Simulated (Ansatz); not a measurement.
Ansatz run, Mg

The input, for Ansatz 0.2.0 (plane waves, PAW):

```yaml
crystal:
  lattice:
    - [0.0, 2.085328, 2.085328]
    - [2.085328, 0.0, 2.085328]
    - [2.085328, 2.085328, 0.0]
  atoms:
    - { symbol: Mg, position: [0.0, 0.0, 0.0] }
  symmetry: { tolerance: 0.0003 }
kpoints:
  mp_grid: { grid: [10, 10, 10], shift: [0, 0, 0] }
  band_path:
    path:
      - [0.0, 0.0, 0.0]
      - [0.5, 0.0, 0.5]
      - [0.625, 0.25, 0.625]
      - [0.375, 0.375, 0.75]
      - [0.0, 0.0, 0.0]
      - [0.5, 0.5, 0.5]
      - [0.5, 0.25, 0.75]
      - [0.5, 0.0, 0.5]
    npoints: 8
magnetization:
  spin_polarized: false
scf:
  occupations: { method: methfessel_paxton, width: 0.0166 }
  lower_state_search: "off"
  max_iter: 200
hamiltonian:
  pseudopotentials: { kind: paw }
  xc: r2scan
basis:
  ecutwfc: 500
  fft_grid_basis: typed
output:
  forces: true
  stress: true
  eigenvalues: true
  bader: true
  populations: true
  elf: true
  write_potential: true
  volumetric_format: npy
  dos:
    e_range: [-12, 8]
    de: 0.05
    projected: { site_lists: { Mg: [Mg] } }
checkpoint:
  read: saved_state
```

The run starts from an earlier solution of this cell. 

Parts of the output:

```
SCF iter   1: F=—  Δρ=8.70e-4  dr2=1.30e-4  dr2_τ=3.82e-6
SCF iter   2: F=—  S|Δr|=    0.00e0  Δρ=3.85e-4  dr2=2.38e-5  dr2_τ=1.02e-6
SCF iter   3: F=—  S|Δr|=    0.00e0  Δρ=3.96e-5  dr2=2.55e-7  dr2_τ=8.88e-9
SCF iter   4: F=-1926.2284 eV  S|Δr|=    0.00e0  Δρ=2.22e-6  dr2=4.29e-10  dr2_τ=2.12e-11
Free energy (F): -1926.2284 eV
Harris-Foulkes:  -1926.2284 eV  (|F-HF|=5.98e-10)
Internal energy: -1926.2283 eV  (E = F + TS)
E sigma→0 (E₀):  -1926.2284 eV
Entropy (-TS):    0.0000 eV (-0.057 meV/atom)
Fermi energy:    7.8529 eV
--- Forces (eV/Å), atoms counted from 1 ---
  atom   1  Mg     0.0000     0.0000     0.0000
--- Stress (GPa, compression-positive) ---
       13.3318       0.0000       0.0000
        0.0000      13.3318       0.0000
        0.0000       0.0000      13.3318
  P = ⅓ Tr σ = 13.3318 GPa (133.318 kbar)
```

Origin: a known structure type with other elements, at an estimated volume, so it need not be a known compound.
